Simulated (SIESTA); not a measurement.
FeGe:

```
CELL_PARAMETERS angstrom
4.68900 0.00000 0.00000
0.00000 4.68900 0.00000
0.00000 0.00000 4.68900
ATOMIC_POSITIONS crystal
Ge 0.15800 0.34200 0.65800
Ge 0.34200 0.65800 0.15800
Ge 0.65800 0.15800 0.34200
Ge 0.84200 0.84200 0.84200
Fe 0.86500 0.63500 0.36500
Fe 0.63500 0.36500 0.86500
Fe 0.36500 0.86500 0.63500
Fe 0.13500 0.13500 0.13500
```

| Quantity | Value |
| --- | --- |
| Program | SIESTA 5.4.2 |
| Task | single point |
| Functional | PBE |
| Potentials or basis | PseudoDojo 0.4 standard (PBE files) |
| Basis | DZP (energy shift 0.003 Ry; two zetas on semicore shells) |
| Grid cutoff | 800 Ry |
| Energy shift | 0.003 Ry |
| k mesh | 6 × 6 × 6 |
| Occupations | fermi-dirac, width 0.05 eV |
| Spin | collinear spin, ferromagnetic start |
| Starting moments | [0.0, 0.0, 0.0, 0.0, 3.0, 3.0, 3.0, 3.0] μB |

On this cell: pressure -0.5 GPa; largest force 0.067 eV/Å; net moment 4.68 μB per cell; site moments Ge -0.22; Fe +1.40 μB; band gap on the k mesh none (metal or under the smearing width).

The same run follows on a disturbed copy (atoms moved at random, drawn with an rms of 0.05 Å):

```
Ge Fe
1.0
     4.68900    0.00000    0.00000
     0.00000    4.68900    0.00000
     0.00000    0.00000    4.68900
Ge Fe
4 4
Direct
  0.16581 0.33507 0.65628
  0.33591 0.66074 0.15562
  0.65945 0.15125 0.34132
  0.84561 0.83844 0.84970
  0.86151 0.64848 0.36083
  0.64623 0.36326 0.86081
  0.35891 0.86205 0.63524
  0.14026 0.13383 0.12323
```

Problem. What does the disturbed cell give?

Solution. The energy (extrapolated to zero smearing) moves by +12.4 meV/atom; pressure -0.4 GPa; largest force 0.832 eV/Å; net moment 4.71 μB per cell; site moments Ge -0.23, -0.22; Fe +1.47, +1.46, +1.43, +1.25 μB; band gap on the k mesh none (metal or under the smearing width).

Forces in eV/Å, atoms in the order of the input:
```
Ge  -0.356  0.544 -0.447
Ge   0.447 -0.424 -0.133
Ge   0.170  0.473 -0.063
Ge  -0.337 -0.020 -0.516
Fe   0.035 -0.762  0.332
Fe  -0.298  0.030  0.176
Fe   0.395 -0.188 -0.005
Fe  -0.055  0.349  0.656
```

Stress tensor (GPa, compression positive):
```
-0.99  0.19 -0.21
 0.19  0.00 -0.02
-0.21 -0.02 -0.21
```

Caveats: short orbitals over semicore shells can move pressures by several GPa; the basis of atomic orbitals isn't converged, which shifts pressures, moduli and gaps.
